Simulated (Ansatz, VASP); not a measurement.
# Cross-check of HgSb between VASP and Ansatz

Wanted: the spread between two codes on one cell, functional and k mesh. The cell is invented: As first built, before any earlier steps moved the atoms (in the runner's words): it takes the LaHg structure with some of its atoms replaced by other elements, volume scaled by an estimate. It may not be a known or stable phase. The cell is taken from a series of VASP runs on this material, whose earlier steps may have relaxed, scaled or displaced it; both programs get it as it stands.

Program: Ansatz 0.2.0. Level of theory: plane waves, with VASP 6.6.1 beside it; relaxation of cell and atoms at PBEsol with D3(BJ). Results are calculated unless marked as measured.

## Step 1: The starting structure

The structure is cubic, space group Pm-3m (No. 221). Conventional cell: a = 3.615 Å, b = 3.615 Å, c = 3.615 Å, α = 90.00°, β = 90.00°, γ = 90.00°. Nearest to Hg lie 8 Sb at 3.13 Å. Sb has 8 Hg at 3.13 Å nearest. As first built, before any earlier steps moved the atoms (in the runner's words): sites of the LaHg structure (space group 221) filled with other elements, volume scaled by an estimate. Farther neighbours are not listed.

## Step 2: VASP: relaxation of cell and atoms, PBEsol with D3(BJ)

The relaxed volume is the usual yardstick between codes: its relative difference is about their pressure difference at one cell divided by the bulk modulus.

Lines of VASP's logs that name or quote its potential files are left out, and so is its time.

Input file INCAR:

```
SYSTEM = HgSb
PREC = Accurate
ENCUT = 400
EDIFF = 1E-06
NELM = 100
ISMEAR = -1
SIGMA = 0.05
LREAL = .FALSE.
ALGO = Normal
GGA = PS
IVDW = 12
NBANDS = 14
LORBIT = 11
LWAVE = .FALSE.
LCHARG = .FALSE.
IBRION = 2
NSW = 60
ISIF = 3
EDIFFG = -0.01
```

Input file POSCAR:

```
HgSb
1.0
    3.6152940100      0.0000000000      0.0000000000
    0.0000000000      3.6152940100      0.0000000000
    0.0000000000      0.0000000000      3.6152940100
Hg Sb
1 1
Direct
    0.5000000000      0.5000000000      0.5000000000
    0.0000000000      0.0000000000      0.0000000000
```

Input file KPOINTS:

```
Automatic mesh
0
Gamma
5 5 5
0 0 0
```

PAW data sets: Hg and Sb (PBE family, release 64).

On the command line:

```
$ mpirun -np 1 vasp_std
```

Numbers of over 12 decimals in the logs are rounded to 6 here.

The log of the run:

```text
[banner, memory and clock lines left out]
running    1 mpi-ranks, on    1 nodes
 distrk:  each k-point on    1 cores,    1 groups
 distr:  one band on    1 cores,    1 groups

 POSCAR found type information on POSCAR HgSb
 POSCAR found :  2 types and       2 ions
|                                                                             |
|               ----> ADVICE to this user running VASP <----                  |
|                                                                             |
|     You enforced a specific xc type in the INCAR file but a different       |
|     [... a line on the potential file left out ...]
|     I HOPE YOU KNOW WHAT YOU ARE DOING!                                     |
|                                                                             |

 LDA part: xc-table for (Slater+PW92), standard interpolation
 POSCAR, INCAR and KPOINTS ok, starting setup
 FFT: planning ... GRIDC
 FFT: planning ... GRID_SOFT
 FFT: planning ... GRID
 WAVECAR not read
 entering main loop
       N       E                     dE             d eps       ncg     rms          rms(c)
DAV:   1     0.860258579423E+02    0.86026E+02   -0.60347E+03   280   0.811E+02
DAV:   2    -0.264418305193E+01   -0.88670E+02   -0.84276E+02   322   0.233E+02
DAV:   3    -0.498850631108E+01   -0.23443E+01   -0.23382E+01   340   0.401E+01
DAV:   4    -0.499727745595E+01   -0.87711E-02   -0.87702E-02   292   0.258E+00
DAV:   5    -0.499735275359E+01   -0.75298E-04   -0.75297E-04   340   0.244E-01    0.508E+00
DAV:   6    -0.485218818275E+01    0.14516E+00   -0.38319E-01   304   0.840E+00    0.419E+00
DAV:   7    -0.484519679890E+01    0.69914E-02   -0.37349E-02   310   0.152E+00    0.215E+00
DAV:   8    -0.484264416984E+01    0.25526E-02   -0.36621E-03   286   0.757E-01    0.844E-02
DAV:   9    -0.484256686015E+01    0.77310E-04   -0.46056E-04   346   0.284E-01    0.148E-02
DAV:  10    -0.484257119356E+01   -0.43334E-05   -0.28563E-05   280   0.670E-02    0.102E-02
DAV:  11    -0.484257233780E+01   -0.11442E-05   -0.21576E-06   282   0.159E-02    0.107E-03
DAV:  12    -0.484257228550E+01    0.52294E-07   -0.83527E-08   146   0.234E-03
   1 F= -.58358614E+01 E0= -.58290966E+01  d E =-.583586E+01
 curvature:   0.00 expect dE= 0.000E+00 dE for cont linesearch  0.000E+00
 trial: gam= 0.00000 g(F)=  0.000E+00 g(S)=  0.311E-02 ort = 0.000E+00 (trialstep = 0.100E+01)
 search vector abs. value=  0.311E-02
 bond charge predicted
       N       E                     dE             d eps       ncg     rms          rms(c)
DAV:   1    -0.486257701020E+01   -0.20005E-01   -0.67820E-01   310   0.978E+00    0.131E+00
DAV:   2    -0.482981660976E+01    0.32760E-01   -0.89577E-02   292   0.441E+00    0.468E-01
DAV:   3    -0.482778570742E+01    0.20309E-02   -0.57893E-03   298   0.717E-01    0.405E-01
DAV:   4    -0.482728382259E+01    0.50188E-03   -0.10988E-03   292   0.272E-01    0.372E-02
DAV:   5    -0.482724670058E+01    0.37122E-04   -0.24143E-04   298   0.202E-01    0.383E-02
DAV:   6    -0.482724754778E+01   -0.84719E-06   -0.32770E-05   298   0.720E-02    0.875E-03
DAV:   7    -0.482724721647E+01    0.33131E-06   -0.11910E-06   146   0.155E-02
   2 F= -.58363527E+01 E0= -.58295930E+01  d E =-.491287E-03
 trial-energy change:   -0.000491  1 .order   -0.000473   -0.003111    0.002165
 step:   0.5947(harm=  0.5897)  dis= 0.00000  next Energy=    -5.836790 (dE=-0.929E-03)
 bond charge predicted
       N       E                     dE             d eps       ncg     rms          rms(c)
DAV:   1    -0.483989136224E+01   -0.12644E-01   -0.11174E-01   310   0.399E+00    0.563E-01
DAV:   2    -0.483459477058E+01    0.52966E-02   -0.14185E-02   292   0.175E+00    0.208E-01
DAV:   3    -0.483424055039E+01    0.35422E-03   -0.96341E-04   298   0.304E-01    0.181E-01
DAV:   4    -0.483414522743E+01    0.95323E-04   -0.16581E-04   292   0.107E-01    0.116E-02
DAV:   5    -0.483413913301E+01    0.60944E-05   -0.27737E-05   292   0.652E-02    0.909E-03
DAV:   6    -0.483413888098E+01    0.25204E-06   -0.33140E-06   286   0.183E-02
   3 F= -.58367918E+01 E0= -.58300306E+01  d E =-.930388E-03
 curvature:  -0.29 expect dE=-0.632E-05 dE for cont linesearch -0.632E-05
 trial: gam= 0.00000 g(F)=  0.342E-65 g(S)=  0.214E-04 ort =-0.258E-03 (trialstep = 0.919E+00)
 search vector abs. value=  0.214E-04
 reached required accuracy - stopping structural energy minimisation
```

OUTCAR, selected parts (step 2):

```text
ion  position               nearest neighbor table
   1  0.500  0.500  0.500-   2 3.13   2 3.13   2 3.13   2 3.13   2 3.13   2 3.13   2 3.13   2 3.13

  LATTYP: Found a simple cubic cell.
 ALAT       =     3.6152940100

 Subroutine GETGRP returns: Found 48 space group operations
 (whereof 48 operations were pure point group operations)

The static configuration has the point symmetry O_h .

 Found     10 irreducible k-points:

   k-points           NKPTS =     10   k-points in BZ     NKDIM =     10   number of bands    NBANDS=     14

   dimension x,y,z NGX =    24 NGY =   24 NGZ =   24
   dimension x,y,z NGXF=    48 NGYF=   48 NGZF=   48

   ENCUT  =  400.0 eV  29.40 Ry    5.42 a.u.   5.90  5.90  5.90*2*pi/ulx,y,z

   NELECT =      17.0000    total number of electrons

 k-points in reciprocal lattice and weights: Automatic mesh
   0.00000000  0.00000000  0.00000000       0.008
   0.20000000  0.00000000  0.00000000       0.048
   0.40000000  0.00000000  0.00000000       0.048
   0.20000000  0.20000000  0.00000000       0.096
   0.40000000  0.20000000  0.00000000       0.192
   0.40000000  0.40000000  0.00000000       0.096
   0.20000000  0.20000000  0.20000000       0.064
   0.40000000  0.20000000  0.20000000       0.192
   0.40000000  0.40000000  0.20000000       0.192
   0.40000000  0.40000000  0.40000000       0.064

 Edisp (eV)   -1.00911

 average (electrostatic) potential at core
       1 -36.8529       2 -86.4071

 E-fermi :   6.6622

 k-point     1 :       0.0000    0.0000    0.0000
  band No.  band energies     occupation
    ...
      6      -0.2805      2.00000
      7       5.7414      2.00000
      8       6.3102      1.99825
      9       6.3102      1.99825
     10       6.3102      1.99825
     11      12.2550      0.00000
     12      12.2550      0.00000
     13      18.0817      0.00000
     14      18.0817      0.00000

 k-point     2 :       0.2000    0.0000    0.0000
  band No.  band energies     occupation
    ...
      3      -0.8817      2.00000
      4      -0.4341      2.00000
      5      -0.4341      2.00000
      6      -0.2752      2.00000
      7       2.8483      2.00000
      8       6.9755      0.00380
      9       6.9755      0.00380
     10       8.0586      0.00000
     11      12.2879      0.00000
     12      14.2364      0.00000
    ...

 k-point     3 :       0.4000    0.0000    0.0000
  band No.  band energies     occupation
    ...
      3      -0.8882      2.00000
      4      -0.6569      2.00000
      5      -0.6569      2.00000
      6      -0.2666      2.00000
      7       0.7897      2.00000
      8       8.5088      0.00000
      9       8.5088      0.00000
     10       9.5015      0.00000
     11      11.8132      0.00000
     12      12.3535      0.00000
    ...

 Edisp (eV)   -1.00265

  Total       0.01721     0.01721     0.01721     0.00000    -0.00000     0.00000
  in kB       0.58868     0.58868     0.58868     0.00000    -0.00000     0.00000
  external pressure =        0.59 kB  Pullay stress =        0.00 kB

  energy-cutoff  :      400.00
  volume of cell :       46.83
      direct lattice vectors                 reciprocal lattice vectors
     3.604541590 -0.000000000  0.000000000     0.277427788 -0.000000000  0.000000000
     0.000000000  3.604541590 -0.000000000     0.000000000  0.277427788 -0.000000000
    -0.000000000  0.000000000  3.604541590    -0.000000000  0.000000000  0.277427788

 POSITION                                       TOTAL-FORCE (eV/Angst)
 -----------------------------------------------------------------------------------
      1.80227      1.80227      1.80227        -0.000000      0.000000      0.000000
      0.00000      0.00000      0.00000         0.000000     -0.000000      0.000000
 -----------------------------------------------------------------------------------
    total drift:                                0.000000     -0.000000     -0.000000

  FREE ENERGIE OF THE ION-ELECTRON SYSTEM (eV)
  ---------------------------------------------------
  free  energy   TOTEN  =        -5.8367917544 eV

  energy  without entropy=       -5.8232694602  energy(sigma->0) =       -5.83003061

 reached required accuracy - stopping structural energy minimisation

 total charge
# of ion       s       p       d       tot
------------------------------------------
    1        0.894   0.340   9.299  10.533
    2        1.264   1.027   0.040   2.331
--------------------------------------------------
tot          2.158   1.366   9.339  12.864

[... 3 further parts left out ...]
```

CONTCAR:

```
HgSb
   1.00000000000000
     3.6045415904278419   -0.0000000000000000    0.0000000000000000
     0.0000000000000000    3.6045415904278419   -0.0000000000000000
    -0.0000000000000000    0.0000000000000000    3.6045415904278419
  Hg              Sb
     1     1
Direct
     0.5000000000000000    0.5000000000000000    0.5000000000000000
     0.0000000000000000    0.0000000000000000    0.0000000000000000
```

## Step 3: Ansatz: relaxation of cell and atoms, PBEsol with D3(BJ)

Ansatz runs on its default PAW (the set named soft_2) files.

The same cell, functional, mesh and smearing now go to Ansatz, which takes its cutoff from its data sets.

Input file input.yaml:

```yaml
crystal:
  lattice:
    - [3.61529401, 0.0, 0.0]
    - [0.0, 3.61529401, 0.0]
    - [0.0, 0.0, 3.61529401]
  atoms:
    - { symbol: Hg, position: [0.5, 0.5, 0.5] }
    - { symbol: Sb, position: [0.0, 0.0, 0.0] }
hamiltonian:
  xc: pbesol
  pseudopotentials: { kind: paw }
  dispersion: d3bj
kpoints:
  mp_grid: { grid: [5, 5, 5] }
scf:
  occupations: { method: fermi_dirac, width: 0.05 }
relax:
  f_tol: 0.01
  max_steps: 60
  cell: { stress_tol: 0.05 }
output:
  forces: true
  stress: true
```

On the command line:

```
$ ansatz run input.yaml --threads 4 --pin off --max-ram 9216MiB --backend cpu --events-out ev --progress --plain --runs-dir out
```

The log of the run:

```text
Engine: ansatz 0.2.0, x86_64-unknown-linux-gnu
Pseudopotentials: kind: paw
Pseudopotential: Hg, paw, valence charge 20, recommended cutoff 420 eV (normal), Hg.paw.azcp
Pseudopotential: Sb, paw, valence charge 15, recommended cutoff 420 eV (normal), Sb.paw.azcp
Functional definition: PBEsol
  exchange = pbesol_x
  correlation = pbesol_c
Crystal: 2 atoms, lattice volume = 47.253 Å³
Basis set: ecut = 420 eV, 925 PW (Γ), exchange–correlation on 50×50×50 points (8 copies of the dense FFT grid, shifted against one another)
Bands: 22, of which v1, the nominal top of the filled ones, is band 18 counted from 1 (17 counted from 0)
Symmetry: 48 space group operations
Space group: Pm-3m (ITA 221), of the structure as read, at distance tolerance 3.6e-5 Å
k-points: 10 of 125
Non-local potential: Hg, projectors of the file, l = 0: 3, l = 1: 2, l = 2: 2, l = 3: 1
Non-local potential: Sb, projectors of the file, l = 0: 2, l = 1: 2, l = 2: 2, l = 3: 2
PAW form: soft (Blöchl's): semilocal exchange-correlation on the pseudo side does not see the compensation charge
PAW frozen core: Hg, regenerated for the run's functional, and the local potential with it (the file was generated under x = pbe(κ = 0.804, μ = 0.219515), c = pbe(β = 0.066725))
PAW frozen core: Sb, regenerated for the run's functional, and the local potential with it (the file was generated under x = pbe(κ = 0.804, μ = 0.219515), c = pbe(β = 0.066725))
PAW one-centre angular grid: Hg, 590 points (default); XC on 64 Gauss nodes
PAW one-centre angular grid: Sb, 590 points (default); XC on 64 Gauss nodes
Initial density: superposition of atomic densities (neutral atoms: chi_scale 0, normalization atom), corrected by the library's trained network
Initial wavefunctions: pseudopotential atomic-orbital guess
Functional: x = pbesol(κ = 0.804, μ = 0.123457), c = pbesol(β = 0.046)
SCF iter   1: F=—  HF=-20076.806327 eV  |F-HF|=—  |Δ(HF+E_count)|=         —  Δρ=3.63e-3  dr2=5.98e-3  ethr=1.77e-3  ⟨swp⟩=6.5  Hψ=1014  notcnv=0
preconditioner: auto → Resta (q_TF=auto, 2.595 Å⁻¹)  ε∞=5.2  [insulator: Δε(μ)=0.309 eV  Ē_g=10.849 eV  σ=0.050 eV  W_gap=0.52  n_scr=18 (ndim 8)  ℏωp=22.3 eV  f_vac=0.000  D(μ)=1.93/eV (n_scr^D=18)  ε∞_Penn≈5.2]
SCF iter   2: F=—  HF=-20076.803836 eV  |F-HF|=—  |Δ(HF+E_count)|=   2.49e-3  Δρ=1.67e-3  dr2=1.52e-3  ethr=1.71e-5  ⟨swp⟩=2.4  Hψ=430  notcnv=0  defer=2
SCF iter   3: F=—  HF=-20076.803329 eV  |F-HF|=—  |Δ(HF+E_count)|=   5.08e-4  Δρ=3.24e-4  dr2=7.30e-5  ethr=4.34e-6  ⟨swp⟩=2.3  Hψ=340  notcnv=0  defer=2
SCF iter   4: F=—  HF=-20076.803279 eV  |F-HF|=—  |Δ(HF+E_count)|=   4.99e-5  Δρ=5.22e-5  dr2=8.85e-7  ethr=2.09e-7  ⟨swp⟩=1.9  Hψ=272  notcnv=0  defer=2
SCF iter   5: F=—  HF=-20076.803279 eV  |F-HF|=—  |Δ(HF+E_count)|=   4.74e-8  Δρ=1.70e-5  dr2=1.05e-7  ethr=2.53e-9  ⟨swp⟩=2.0  Hψ=356  notcnv=0  defer=2
SCF iter   6: F=-20076.803279 eV  HF=-20076.803279 eV  |F-HF|=3.79e-9  |Δ(HF+E_count)|=   5.11e-9  Δρ=4.91e-6  dr2=8.84e-9  ethr=2.86e-10  ⟨swp⟩=4.2  Hψ=700  notcnv=0
SCF 1 converged in 6 iterations: F = -20076.803279 eV  dr2 = 8.84e-9
  greatest PAW one-centre occupation: 1.000 electrons in one spin orbital (limit 2), on the Hg atom at site 0 (counted from 0), in its partial waves of l = 0
relax step   1: F+E_penalty+E_count = -20076.80327879 eV  Δ(F+E_penalty+E_count) = +0.000e0 eV  max|allowed force component| = 1.356e-28 eV/Å  Δτ_max = 0.0000 Å  P = -0.841 GPa  Ω = 47.253 Å³  (6 SCF iters, dr2 threshold 1.00e-7 eV, accepted)
[...]
relax step   2: F+E_penalty+E_count = -20076.80411672 eV  Δ(F+E_penalty+E_count) = -8.379e-4 eV  max|allowed force component| = 1.265e-29 eV/Å  Δτ_max = 0.0000 Å  P = +0.655 GPa  Ω = 46.362 Å³  energy of the carried Pulay correction = +2.373e-4 eV  (4 SCF iters, dr2 threshold 2.00e-7 eV, accepted)
[...]
relax step   3: F+E_penalty+E_count = -20076.80477775 eV  Δ(F+E_penalty+E_count) = -6.610e-4 eV  max|allowed force component| = 8.382e-30 eV/Å  Δτ_max = 0.0000 Å  P = -0.015 GPa  Ω = 46.748 Å³  energy of the carried Pulay correction = +1.339e-4 eV  (4 SCF iters, dr2 threshold 2.00e-7 eV, accepted)
[...]
relax step   4: F+E_penalty+E_count = -20076.80463140 eV  Δ(F+E_penalty+E_count) = +1.464e-4 eV  max|allowed force component| = 1.492e-29 eV/Å  Δτ_max = 0.0000 Å  P = -0.013 GPa  Ω = 46.748 Å³  stress off target by 1.33e-2 GPa  SCF on the basis re-selected at this cell (its energy is not comparable with the rows above)  (4 SCF iters)
basis re-selected at this cell: Δ(F+E_penalty+E_count) = +1.464e-4 eV, ΔP = +0.002 GPa vs the last step (what re-selecting the basis moved, of the pressure what is left beyond the Pulay correction that the steps carried, after the strain that the cell walked since its last selection, with what the two solves' SCF thresholds leave and, on support functions, any second-order correction that the steps lacked; it is no m [...]
SCF converged after 4 iterations
Free energy (F): -20076.804631 eV
Harris-Foulkes:  -20076.804631 eV  (|F-HF|=3.64e-12)
Internal energy: -20076.791078 eV  (E = F + TS)
E sigma→0 (E₀):  -20076.797855 eV
Entropy (-TS):   -0.013554 eV (-6.777 meV/atom)
Fermi energy:    14.600339 eV
--- Per-component energies (eV) ---
  E_band       = -503.484532
  E_kinetic    = 813.249389
  E_local      = -3871.740416  (includes V_loc(G=0)·N_el)
  E_nonlocal   = 438.707923
  E_hartree    = 1706.402758
  E_xc         = -358.070047
  E_vxc        = -360.429110  (∫ρ·V_xc dr)
  E_paw        = -14299.114639  (= ΣΔE_a)
  E_vpaw       = -936.078696  (= ΣTr[D̂ρ^β])
  E_aug_tail   = 0.000880  (compensation charges beyond the density's cutoff)
  E_ewald      = -4505.882566
  E_disp       = -1.004868  (pairwise vdW)
  E_core_change = 0.660508  (= ΣΔE_core)
  E_smearing   = -0.013554  (= −TS)
  E_closure    = -0.000000  (closes the sum)
  Σ components = -20076.804631   (vs F -20076.804631, Δ=0.00e0)
--- Forces (eV/Å), atoms counted from 1 ---
  atom   1  Hg     0.00000000     0.00000000    -0.00000000
  atom   2  Sb    -0.00000000     0.00000000     0.00000000
  max |Σ_I F_I| component: 2.91e-29 eV/Å
--- Stress (GPa, compression-positive) ---
       -0.013299      -0.000000      -0.000000
       -0.000000      -0.013299      -0.000000
       -0.000000      -0.000000      -0.013299
  P = ⅓ Tr σ = -0.0133 GPa (-0.133 kbar)
--- Relaxed structure (3 steps of the walk, 3 accepted, 1 SCFs on fresh bases) ---
  F+E_penalty+E_count = -20076.80463140 eV   max|allowed force component| = 1.492e-29 eV/Å   (the final SCF, on the basis selected at the relaxed cell)
  cell:  # Å, volume = 46.7477 Å³
    - [3.602358, 0, 0]
    - [0, 3.602358, 0.0]
    - [0, 0.0, 3.602358]
  atoms:
    - { symbol: Hg, position: [0.5, 0.5, 0.5] }
    - { symbol: Sb, position: [0, 0, 0] }
```

The job ended after 1.9 s (4 threads of AMD EPYC 7R43, shared host; peak memory 0.38 GiB; 4.6 s of CPU time).

## Step 4: Side by side

Known differences besides the potentials themselves: both relaxations stop at a tolerance, which leaves soft axes loose, and VASP keeps its plane-wave basis; the data sets hold 35 valence electrons in Ansatz (default PAW (the set named soft_2) files) and 17 in VASP; the cutoff is 420 eV in Ansatz and 400 eV in VASP; Ansatz makes its cores anew for this functional, VASP keeps those of its PBE data sets; VASP leaves aspherical gradient terms in its spheres out (LASPH is not set), Ansatz keeps them; Ansatz adds a Pulay correction to the stress that steers its cell, VASP none. Total energies have different zeros and are not compared.

The two programs side by side:

```tsv
quantity	Ansatz	VASP	difference
volume (Å³)	46.75	46.83	-0.18 %
edge a after relaxation, in the typed setting (Å)	3.602	3.604	-0.06 %
```

The walks stopped with -0.01 GPa left in Ansatz and 0.06 GPa in VASP; each walk ends within a tolerance, so the volume difference is uncertain by about these residues over the bulk modulus, most in soft cells.

## Step 5: Outcome

```yaml
difference_in_volume_relaxation_of_cell_and_atoms_pbesol_with_d3_bj: -0.18 %
```

In words: The difference in volume is -0.18 % (relaxation of cell and atoms, PBEsol with D3(BJ)), within the 1.2 % picked in this series as the mark of a large difference, as far as the stopping tolerances let one tell. How closely two codes agree says nothing of how well the functional describes the real material.

[Lines on the potential files, build, host, timing and source positions are cut from VASP's logs without a mark.]

[Logs are printed without paths, hosts, clocks, repeated set-up lines and the standing remarks that a program may print on its own settings, such as how far it seeks lower states.]

[Hosts, paths, dates, database ids (printed as entryN), source tags and the programs' standing remarks are cut or masked in the printed files.]
